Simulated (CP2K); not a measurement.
Crystal: V.

```
CELL_PARAMETERS angstrom
2.62293 0.00000 0.00000
-0.87431 2.47292 0.00000
-0.87431 -1.23646 2.14161
ATOMIC_POSITIONS crystal
V 0.00000 0.00000 0.00000
```

Base run:

```yaml
Program: CP2K 2026.2
Functional: PBEsol
Potentials_or_basis: POTENTIAL_UZH V GTH-PBE-q13; TZVP-MOLOPT-PBE-GTH basis
Density_cutoff: 6123 eV
k_mesh: 12 × 12 × 12
Occupations: fermi-dirac, width 0.05 eV
Spin: collinear spin, ferromagnetic start
Starting_moments: "[2.0] μB"
```

Its results: band gap on the k mesh none (metal or under the smearing width); pressure -11.1 GPa; net moment 0.00 μB per cell.

Problem. The run is repeated on the same cell with these changes: functional from PBEsol to PBE; occupations from fermi-dirac, width 0.05 eV to gaussian, width 0.02 eV. What comes out?

Solution. Band gap on the k mesh none (metal or under the smearing width); pressure -4.6 GPa; net moment 0.17 μB per cell; site moments V +0.17 μB.

Caveats: the basis of atomic orbitals isn't converged, which shifts pressures, moduli and gaps; the potentials were made for another functional, which shifts forces and pressure (some runs).

Not every run made on this cell is shown here.
